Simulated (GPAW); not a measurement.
Here is a GPAW 26.7.0 calculation.

run.py

```python
import numpy as np
from ase import Atoms
from ase.dft.bandgap import bandgap
from ase.io import write
from ase.units import GPa
from gpaw import GPAW, PW, setup_paths
from gpaw.spinorbit import soc_eigenstates

setup_paths.insert(0, '.')

atoms = Atoms(['Bi'],
              cell=[[-1.9814305318, 1.9814305318, 1.9814305318],
                    [1.9814305318, -1.9814305318, 1.9814305318],
                    [1.9814305318, 1.9814305318, -1.9814305318]],
              scaled_positions=[[0.0, 0.0, 0.0]],
              pbc=True)

calc = GPAW(mode=PW(600),
            xc='PBEsol',
            kpts={'size': (9, 9, 9), 'gamma': True},
            occupations={'name': 'fermi-dirac', 'width': 0.05},
            nbands=15,
            convergence={'density': 1e-05, 'energy': 1e-05},
            maxiter=150,
            txt='gpaw.txt')
atoms.calc = calc
energy = atoms.get_potential_energy()
forces = atoms.get_forces()
stress = atoms.get_stress()
calc.write('gs.gpw')
write('result.traj', atoms)
print(f'Energy: {energy:.6f} eV')
print('Forces (eV/A):')
print(forces.round(4))
print('Stress (GPa):', (stress / GPa).round(3))
print('Fermi level:', round(calc.get_fermi_level(), 4), 'eV')
print(f'Gap: {bandgap(calc)[0]:.4f} eV, direct: {bandgap(calc, direct=True)[0]:.4f} eV')

path = atoms.cell.bandpath('GHNGPH,PN', npoints=60, eps=1e-4)
bs_calc = calc.fixed_density(kpts=path, symmetry='off', nbands=25,
                             convergence={'bands': 'CBM+6.0', 'eigenstates': 1e-6}, txt='bands.txt')
bs = bs_calc.band_structure()
bs.write('bs.json')
print(f'Gap on the path: {bandgap(bs_calc)[0]:.4f} eV')

soc = soc_eigenstates(bs_calc, theta=90, phi=45)
np.savetxt('soc_bands.dat', soc.eigenvalues(), fmt='%.4f')
mesh = soc_eigenstates('gs.gpw', theta=90, phi=45)
np.savetxt('soc_mesh.dat', mesh.eigenvalues(), fmt='%.4f')
print('Fermi level with spin-orbit coupling:', round(mesh.fermi_level, 4), 'eV')
```

Potentials or basis: PAW data sets generated in the run's folder for this functional, pw.

The run is started by

```sh
$ gpaw-setup -f PBEsol Bi
$ OMP_NUM_THREADS=1 python run.py
```

Predict the band gap along the path.

none (metal or under the smearing width).

Estimate the pressure.

-2.1 GPa.

Levels at the corners of the path, in eV from the Fermi level:
```
point  band 12  band 13  band 14  band 15  band 16  band 17  band 18  band 19  band 20  band 21
    Γ   -13.35     1.86     1.86     6.79     6.79     6.79     6.79     9.31     9.31    10.64
    H    -8.12    -3.62    -3.62    -0.92    -0.92    -0.92    -0.92     3.57     3.57     3.57
    N   -10.26    -5.29    -5.29     1.05     1.05     3.99     3.99     6.04     6.04     7.61
    Γ   -13.35     1.86     1.86     6.79     6.79     6.79     6.79     9.31     9.31    10.64
    P    -9.71    -3.75    -3.75    -1.68    -1.68    -1.68    -1.68    13.02    13.02    16.10
    H    -8.12    -3.62    -3.62    -0.92    -0.92    -0.92    -0.92     3.57     3.57     3.57
    P    -9.71    -3.75    -3.75    -1.68    -1.68    -1.68    -1.68    13.02    13.02    16.10
    N   -10.26    -5.29    -5.29     1.05     1.05     3.99     3.99     6.04     6.04     7.61
```

Caveat: spin-orbit coupling was added after a scalar SCF, so levels and gaps hold it while energy, forces, pressure and moments don't; this program's spin-orbit splittings come out too wide for heavy elements.
